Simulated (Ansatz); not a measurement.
# Ir(110) / 3 layers Au(110) / Ir(110): resistance against film thickness, part 2 of 3

Aim: what a thin film of another metal adds to the resistance, first Ir(110) / 3 layers Au(110) / Ir(110).

Ansatz 0.2.0; Ansatz plane-wave DFT, PBEsol, PAW files; ballistic transport by layer matching (Landauer), zero bias; PAW set soft_1 (the session's first sound run).

So far. Step 2 (With 3 layers): The lead's potential steps by 12 meV from period to period, small in itself. The program estimates the junction's conductance to 4.6 % from the k-mesh, 0 % from the leads' distance from neutral and 4.2 % from their steps.

## 3. With 5 layers, k-mesh 14×10×1, film layers 5

The stack now holds 5 film layers; the k-mesh follows the cell, and the energies span -0.27 to 0.27 eV.

System of this step: Ir(110) / 5 layers Au(110) / Ir(110). The cell holds 18 atoms: 13 Ir and 5 Au. Cell: a = 2.715 Å, b = 3.839 Å, c = 25.781 Å, α = 90.0°, β = 90.0°, γ = 90.0°. It derives from Ir and Au. Regions: lead, 13 atoms (13 Ir); films, 5 atoms (5 Au). The structure is stacked along c, and the current runs across the ab planes.

The input, input.yaml:

```yaml
crystal:
  lattice:
    - [2.7148657757, 0.0, 0.0]
    - [0.0, 3.8394, 0.0]
    - [0.0, 0.0, 25.7809207766]
  atoms:
    - { symbol: Ir, position: [0.0, 0.0, 0.0263263073] }
    - { symbol: Ir, position: [0.5, 0.5, 0.078978922] }
    - { symbol: Ir, position: [0.0, 0.0, 0.1316315367] }
    - { symbol: Ir, position: [0.5, 0.5, 0.1842841514] }
    - { symbol: Ir, position: [0.0, 0.0, 0.2369367661] }
    - { symbol: Ir, position: [0.5, 0.5, 0.2895893808] }
    - { symbol: Au, position: [0.0, 0.0, 0.347467289] }
    - { symbol: Au, position: [0.5, 0.5, 0.4105704908] }
    - { symbol: Au, position: [0.0, 0.0, 0.4736736927] }
    - { symbol: Au, position: [0.5, 0.5, 0.5367768945] }
    - { symbol: Au, position: [0.0, 0.0, 0.5998800963] }
    - { symbol: Ir, position: [0.5, 0.5, 0.6577580046] }
    - { symbol: Ir, position: [0.0, 0.0, 0.7104106192] }
    - { symbol: Ir, position: [0.5, 0.5, 0.7630632339] }
    - { symbol: Ir, position: [0.0, 0.0, 0.8157158486] }
    - { symbol: Ir, position: [0.5, 0.5, 0.8683684633] }
    - { symbol: Ir, position: [0.0, 0.0, 0.921021078] }
    - { symbol: Ir, position: [0.5, 0.5, 0.9736736927] }
kpoints:
  mp_grid: { grid: [14, 10, 1] }
hamiltonian:
  xc: pbesol
  pseudopotentials: { kind: paw, azcp: { folder: soft_1 }, xc_functional: pbe }
scf:
  occupations: { method: fermi_dirac, width: 0.1 }
output:
  transmission:
    leads: [[0, 1]]
    kmesh: [26, 20]
    e_range: [-0.27, 0.27]
    de: 0.036
  write_potential: true
  write_density: true
  volumetric_format: npy
```

Launch:

```console
ansatz run input.yaml --threads 4 --pin off --max-ram 8192MiB --backend cpu --events-out ev --progress --plain --runs-dir out
```

Numbers of over 12 decimals in the logs are rounded to 6 here.

Output:

```text
[...]
Crystal: 18 atoms, lattice volume = 268.726 Å³
Basis set: ecut = 420 eV, 5283 PW (Γ)
Bands: 190, of which v1, the nominal top of the filled ones, is band 158 counted from 1 (157 counted from 0)
Symmetry: 8 space group operations
[...]
k-points: 48 of 140
[...]
--- Transmission ---
  basis      : 93 plane waves across, 46 finite elements along
  points     : 154, standing for a mesh of 26 x 20
[...]
filled         : 3.7 meV over the level at which it is neutral
    channels       : 2.761538e0 a spin
[...]
slowest decay  : 0.0406 /Å at (0.3846, 0.3500)
  junction   : crystal 0 to crystal 0, 0.00 to 23.07 Å
    transmission   : 7.985365e-1 a spin
[...]
resistance     : 1.2043e-3 Ω µm² beyond half of each lead's own
[key lines of the parts left out:]
SCF converged after 13 iterations
Free energy (F): -218448.791782 eV
Fermi energy:    23.980407 eV
```

The job ended after 5.2 min (4 threads of Intel Xeon Platinum 8259CL at 2.50GHz (Skylake/Cascade Lake), shared host; peak memory 2.4 GiB).

This step gave:

```yaml
free_energy: -218448.7918 eV
energy_at_zero_smearing: -218448.5627 eV
fermi_energy: 23.98 eV
step_of_the_lead_s_potential: 12.6 meV
estimated_errors_of_the_lead_s_conductance: 0, 4.4, 0.1 % (band edges, k-mesh, distance from neutral)
lead_conductance_per_cell: 2.750 G₀
conductance_of_the_junction: 5.91e14 S/m²
junction_conductance_per_cell: 0.7944 G₀
estimated_errors_of_the_junction_s_conductance: 0.1, 0.1, 5.4, 4.8, 0.1 % (energy step, band edges, k-mesh, leads' steps, distance from neutral)
area_resistance_that_the_stack_adds_contact_term_taken_off_spin_by_spin: 1.204 fΩ m²
```

Per spin. The transmission, zone mean by energy, zero at the Fermi level:

```
energy (eV)  transmission, zone mean
     -0.270                    0.760
     -0.234                    0.753
     -0.198                    0.748
     -0.162                    0.761
     -0.126                    0.763
     -0.090                    0.773
     -0.054                    0.779
     -0.018                    0.795
      0.018                    0.799
      0.054                    0.802
      0.090                    0.805
      0.126                    0.813
      0.162                    0.820
      0.198                    0.842
      0.234                    0.854
      0.270                    0.855
```

The conductance of the junction is 5.9e14 S/m², 11 % under the 6.6e14 S/m² of the last finished run.

## 4. With 6 layers, k-mesh 14×10×1, film layers 6

The stack now holds 6 film layers; the k-mesh follows the cell, and the energies span -0.27 to 0.27 eV.

System of this step: Ir(110) / 6 layers Au(110) / Ir(110). The cell holds 18 atoms: 12 Ir and 6 Au. Its edges and angles: a = 2.715 Å, b = 3.839 Å, c = 26.050 Å, α = 90.0°, β = 90.0°, γ = 90.0°. It derives from Ir and Au. Regions: lead, 12 atoms (12 Ir); films, 6 atoms (6 Au). The structure is stacked along c, and the current runs across the ab planes.

input.yaml, the sections that differ from step 3:

```yaml
crystal:
  lattice:
    - [2.7148657757, 0.0, 0.0]
    - [0.0, 3.8394, 0.0]
    - [0.0, 0.0, 26.0503465356]
  atoms:
    - { symbol: Ir, position: [0.0, 0.0, 0.0260540275] }
    - { symbol: Ir, position: [0.5, 0.5, 0.0781620824] }
    - { symbol: Ir, position: [0.0, 0.0, 0.1302701373] }
    - { symbol: Ir, position: [0.5, 0.5, 0.1823781922] }
    - { symbol: Ir, position: [0.0, 0.0, 0.2344862471] }
    - { symbol: Ir, position: [0.5, 0.5, 0.286594302] }
    - { symbol: Au, position: [0.0, 0.0, 0.3438736079] }
    - { symbol: Au, position: [0.5, 0.5, 0.4063241647] }
    - { symbol: Au, position: [0.0, 0.0, 0.4687747216] }
    - { symbol: Au, position: [0.5, 0.5, 0.5312252784] }
    - { symbol: Au, position: [0.0, 0.0, 0.5936758353] }
    - { symbol: Au, position: [0.5, 0.5, 0.6561263921] }
    - { symbol: Ir, position: [0.0, 0.0, 0.713405698] }
    - { symbol: Ir, position: [0.5, 0.5, 0.7655137529] }
    - { symbol: Ir, position: [0.0, 0.0, 0.8176218078] }
    - { symbol: Ir, position: [0.5, 0.5, 0.8697298627] }
    - { symbol: Ir, position: [0.0, 0.0, 0.9218379176] }
    - { symbol: Ir, position: [0.5, 0.5, 0.9739459725] }
# kpoints, hamiltonian, scf, output: as in step 3
```

Output:

```text
[...]
Crystal: 18 atoms, lattice volume = 271.535 Å³
Basis set: ecut = 420 eV, 5339 PW (Γ)
Bands: 191, of which v1, the nominal top of the filled ones, is band 159 counted from 1 (158 counted from 0)
Symmetry: 8 space group operations
[...]
k-points: 48 of 140
[...]
--- Transmission ---
  basis      : 93 plane waves across, 45 finite elements along
  points     : 154, standing for a mesh of 26 x 20
[...]
filled         : 16.2 meV over the level at which it is neutral
    channels       : 2.796154e0 a spin
[...]
slowest decay  : 0.0750 /Å at (0.4615, 0.3000)
  junction   : crystal 0 to crystal 0, 0.00 to 23.34 Å
    transmission   : 8.123003e-1 a spin
[...]
resistance     : 1.1871e-3 Ω µm² beyond half of each lead's own
[key lines of the parts left out:]
SCF converged after 13 iterations
Free energy (F): -219657.100757 eV
Fermi energy:    23.682813 eV
```

Wall time 4.9 min (4 threads); peak memory 2.4 GiB.

Numbers from this step:

- free energy: -219657.1008 eV
- energy at zero smearing: -219656.8717 eV
- Fermi energy: 23.68 eV
- step of the lead's potential: 41.7 meV
- ballistic conductance of the lead: 2.05e15 S/m²
- estimated errors of the lead's conductance: 0, 4.4, 0.3 % (band edges, k-mesh, distance from neutral)
- lead conductance per cell: 2.758 G₀
- conductance of the junction: 5.97e14 S/m²
- junction conductance per cell: 0.8032 G₀
- estimated errors of the junction's conductance: 0.1, 0, 5.6, 16, 0.5 % (energy step, band edges, k-mesh, leads' steps, distance from neutral)
- area resistance that the stack adds (contact term taken off, spin by spin): 1.187 fΩ m²

Per spin. The transmission, zone mean by energy, zero at the Fermi level:

```
energy (eV)  transmission, zone mean
     -0.270                    0.726
     -0.234                    0.719
     -0.198                    0.728
     -0.162                    0.747
     -0.126                    0.754
     -0.090                    0.764
     -0.054                    0.780
     -0.018                    0.803
      0.018                    0.812
      0.054                    0.813
      0.090                    0.814
      0.126                    0.823
      0.162                    0.839
      0.198                    0.833
      0.234                    0.844
      0.270                    0.849
```

The conductance of the junction is 6.0e14 S/m², 1.1 % over the 5.9e14 S/m² of the last finished run, within the error estimates, leads' steps apart, of 5.4 and 5.6 %. The estimate from the leads' steps, 16 %, is larger still.

## 5. With 8 layers, k-mesh 14×10×1, film layers 8

The stack now holds 8 film layers; the k-mesh follows the cell, and the energies span -0.27 to 0.27 eV.

System of this step: Ir(110) / 8 layers Au(110) / Ir(110). The cell holds 20 atoms: 12 Ir and 8 Au. Its edges and angles: a = 2.715 Å, b = 3.839 Å, c = 29.304 Å, α = 90.0°, β = 90.0°, γ = 90.0°. It derives from Ir and Au. Regions: lead, 12 atoms (12 Ir); films, 8 atoms (8 Au). The structure is stacked along c, and the current runs across the ab planes.

input.yaml, the sections that differ from step 4:

```yaml
crystal:
  lattice:
    - [2.7148657757, 0.0, 0.0]
    - [0.0, 3.8394, 0.0]
    - [0.0, 0.0, 29.3040638295]
  atoms:
    - { symbol: Ir, position: [0.0, 0.0, 0.0231611714] }
    - { symbol: Ir, position: [0.5, 0.5, 0.0694835141] }
    - { symbol: Ir, position: [0.0, 0.0, 0.1158058568] }
    - { symbol: Ir, position: [0.5, 0.5, 0.1621281995] }
    - { symbol: Ir, position: [0.0, 0.0, 0.2084505422] }
    - { symbol: Ir, position: [0.5, 0.5, 0.254772885] }
    - { symbol: Au, position: [0.0, 0.0, 0.3056922993] }
    - { symbol: Au, position: [0.5, 0.5, 0.3612087852] }
    - { symbol: Au, position: [0.0, 0.0, 0.4167252711] }
    - { symbol: Au, position: [0.5, 0.5, 0.472241757] }
    - { symbol: Au, position: [0.0, 0.0, 0.527758243] }
    - { symbol: Au, position: [0.5, 0.5, 0.5832747289] }
    - { symbol: Au, position: [0.0, 0.0, 0.6387912148] }
    - { symbol: Au, position: [0.5, 0.5, 0.6943077007] }
    - { symbol: Ir, position: [0.0, 0.0, 0.745227115] }
    - { symbol: Ir, position: [0.5, 0.5, 0.7915494578] }
    - { symbol: Ir, position: [0.0, 0.0, 0.8378718005] }
    - { symbol: Ir, position: [0.5, 0.5, 0.8841941432] }
    - { symbol: Ir, position: [0.0, 0.0, 0.9305164859] }
    - { symbol: Ir, position: [0.5, 0.5, 0.9768388286] }
# kpoints, hamiltonian, scf, output: as in step 4
```

Output:

```text
[...]
Crystal: 20 atoms, lattice volume = 305.450 Å³
Basis set: ecut = 420 eV, 5993 PW (Γ)
Bands: 214, of which v1, the nominal top of the filled ones, is band 178 counted from 1 (177 counted from 0)
Symmetry: 8 space group operations
[...]
k-points: 48 of 140
[...]
--- Transmission ---
  basis      : 93 plane waves across, 49 finite elements along
  points     : 154, standing for a mesh of 26 x 20
[...]
filled         : 7.5 meV under the level at which it is neutral
    channels       : 2.757692e0 a spin
[...]
slowest decay  : 0.0265 /Å at (0.5000, 0.2500)
  junction   : crystal 0 to crystal 0, -0.00 to 26.59 Å
    transmission   : 7.957049e-1 a spin
[...]
resistance     : 1.2321e-3 Ω µm² beyond half of each lead's own
[key lines of the parts left out:]
SCF converged after 13 iterations
Free energy (F): -245674.758443 eV
Fermi energy:    23.291891 eV
```

Elapsed: 5.6 min, on 4 threads; peak memory 2.9 GiB; 20 min of CPU time.

This step gave:

- free energy: -245674.7584 eV
- energy at zero smearing: -245674.5244 eV
- Fermi energy: 23.29 eV
- step of the lead's potential: 43.8 meV
- ballistic conductance of the lead: 2.04e15 S/m²
- estimated errors of the lead's conductance: 0, 4.4, 0.2 % (band edges, k-mesh, distance from neutral)
- lead conductance per cell: 2.744 G₀
- conductance of the junction: 5.81e14 S/m²
- junction conductance per cell: 0.7811 G₀
- estimated errors of the junction's conductance: 0.4, 0.1, 6.6, 30.8, 0.3 % (energy step, band edges, k-mesh, leads' steps, distance from neutral)
- area resistance that the stack adds (contact term taken off, spin by spin): 1.232 fΩ m²

Per spin. Table of transmission, zone mean by energy, zero at the Fermi level:

```
energy (eV)  transmission, zone mean
     -0.270                    0.722
     -0.234                    0.721
     -0.198                    0.726
     -0.162                    0.729
     -0.126                    0.737
     -0.090                    0.739
     -0.054                    0.752
     -0.018                    0.777
      0.018                    0.796
      0.054                    0.786
      0.090                    0.787
      0.126                    0.787
      0.162                    0.799
      0.198                    0.807
      0.234                    0.825
      0.270                    0.822
```

The conductance of the junction is 5.8e14 S/m², 2.8 % under the 6.0e14 S/m² of the last finished run, within the error estimates, leads' steps apart, of 5.6 and 6.6 %. The estimate from the leads' steps, 31 %, is larger still.

## 6. With 10 layers, k-mesh 14×10×1, film layers 10

The stack now holds 10 film layers; the k-mesh follows the cell, and the energies span -0.27 to 0.27 eV.

System of this step: Ir(110) / 10 layers Au(110) / Ir(110). The cell holds 22 atoms: 12 Ir and 10 Au. Cell: a = 2.715 Å, b = 3.839 Å, c = 32.558 Å, α = 90.0°, β = 90.0°, γ = 90.0°. It derives from Ir and Au. Regions: lead, 12 atoms (12 Ir); films, 10 atoms (10 Au). The structure is stacked along c, and the current runs across the ab planes.

input.yaml, the sections that differ from step 5:

```yaml
crystal:
  lattice:
    - [2.7148657757, 0.0, 0.0]
    - [0.0, 3.8394, 0.0]
    - [0.0, 0.0, 32.5577811233]
  atoms:
    - { symbol: Ir, position: [0.0, 0.0, 0.0208465203] }
    - { symbol: Ir, position: [0.5, 0.5, 0.0625395608] }
    - { symbol: Ir, position: [0.0, 0.0, 0.1042326013] }
    - { symbol: Ir, position: [0.5, 0.5, 0.1459256418] }
    - { symbol: Ir, position: [0.0, 0.0, 0.1876186824] }
    - { symbol: Ir, position: [0.5, 0.5, 0.2293117229] }
    - { symbol: Au, position: [0.0, 0.0, 0.2751424188] }
    - { symbol: Au, position: [0.5, 0.5, 0.3251107702] }
    - { symbol: Au, position: [0.0, 0.0, 0.3750791216] }
    - { symbol: Au, position: [0.5, 0.5, 0.4250474729] }
    - { symbol: Au, position: [0.0, 0.0, 0.4750158243] }
    - { symbol: Au, position: [0.5, 0.5, 0.5249841757] }
    - { symbol: Au, position: [0.0, 0.0, 0.5749525271] }
    - { symbol: Au, position: [0.5, 0.5, 0.6249208784] }
    - { symbol: Au, position: [0.0, 0.0, 0.6748892298] }
    - { symbol: Au, position: [0.5, 0.5, 0.7248575812] }
    - { symbol: Ir, position: [0.0, 0.0, 0.7706882771] }
    - { symbol: Ir, position: [0.5, 0.5, 0.8123813176] }
    - { symbol: Ir, position: [0.0, 0.0, 0.8540743582] }
    - { symbol: Ir, position: [0.5, 0.5, 0.8957673987] }
    - { symbol: Ir, position: [0.0, 0.0, 0.9374604392] }
    - { symbol: Ir, position: [0.5, 0.5, 0.9791534797] }
# kpoints, hamiltonian, scf, output: as in step 5
```

Output:

```text
[...]
Crystal: 22 atoms, lattice volume = 339.365 Å³
Basis set: ecut = 420 eV, 6669 PW (Γ)
Bands: 237, of which v1, the nominal top of the filled ones, is band 197 counted from 1 (196 counted from 0)
Symmetry: 8 space group operations
[...]
k-points: 48 of 140
[...]
--- Transmission ---
  basis      : 93 plane waves across, 53 finite elements along
  points     : 154, standing for a mesh of 26 x 20
[...]
filled         : 1.7 meV over the level at which it is neutral
    channels       : 2.761538e0 a spin
[...]
slowest decay  : 0.0446 /Å at (0.3846, 0.3500)
  junction   : crystal 0 to crystal 0, -0.00 to 29.84 Å
    transmission   : 7.887390e-1 a spin
[...]
resistance     : 1.2431e-3 Ω µm² beyond half of each lead's own
[key lines of the parts left out:]
SCF converged after 14 iterations
Free energy (F): -271692.337106 eV
Fermi energy:    23.030826 eV
```

Elapsed: 6.6 min, on 4 threads; peak memory 3.4 GiB; 24 min of CPU time.

Numbers from this step:

```
free energy                                                                : -271692.3371 eV
energy at zero smearing                                                    : -271692.0844 eV
Fermi energy                                                               : 23.03 eV
step of the lead's potential                                               : 43 meV
estimated errors of the lead's conductance                                 : 0, 4.4, 0 % (band edges, k-mesh, distance from neutral)
lead conductance per cell                                                  : 2.750 G₀
conductance of the junction                                                : 5.77e14 S/m²
junction conductance per cell                                              : 0.7766 G₀
estimated errors of the junction's conductance                             : 0.2, 0, 6.9, 17.9, 0.1 % (energy step, band edges, k-mesh, leads' steps, distance from neutral)
area resistance that the stack adds (contact term taken off, spin by spin) : 1.243 fΩ m²
```

Per spin. Table of transmission, zone mean by energy, zero at the Fermi level:

```
energy (eV)  transmission, zone mean
     -0.270                    0.708
     -0.234                    0.728
     -0.198                    0.733
     -0.162                    0.745
     -0.126                    0.755
     -0.090                    0.760
     -0.054                    0.763
     -0.018                    0.772
      0.018                    0.789
      0.054                    0.796
      0.090                    0.788
      0.126                    0.785
      0.162                    0.791
      0.198                    0.809
      0.234                    0.824
      0.270                    0.827
```

The conductance of the junction is 5.8e14 S/m², 0.57 % under the 5.8e14 S/m² of the last finished run, within the error estimates, leads' steps apart, of 6.6 and 6.9 %. The estimate from the leads' steps, 18 %, is larger still.

## 7. Cost and result by level

Times are for 4 threads of Intel Xeon Platinum 8259CL at 2.50GHz (Skylake/Cascade Lake), shared host. The series side by side:

```
no.  film layers  area resistance that the stack adds (contact term taken off, spin by spin) (fΩ m²)  conductance of the junction (S/m²)     time  memory (GiB)
  1            3                                                                               1.023                             6.61e14   12 min           2.8
  2            5                                                                               1.204                             5.91e14  5.2 min           2.4
  3            6                                                                               1.187                             5.97e14  4.9 min           2.4
  4            8                                                                               1.232                             5.81e14  5.6 min           2.9
  5           10                                                                               1.243                             5.77e14  6.6 min           3.4
```

(Continued in part 3 of 3.)

[Logs are printed without paths, hosts, clocks, repeated set-up lines and the standing remarks that a program may print on its own settings, such as how far it seeks lower states.]

[Hosts, paths, dates, database ids (printed as entryN), source tags and the programs' standing remarks are cut or masked in the printed files.]
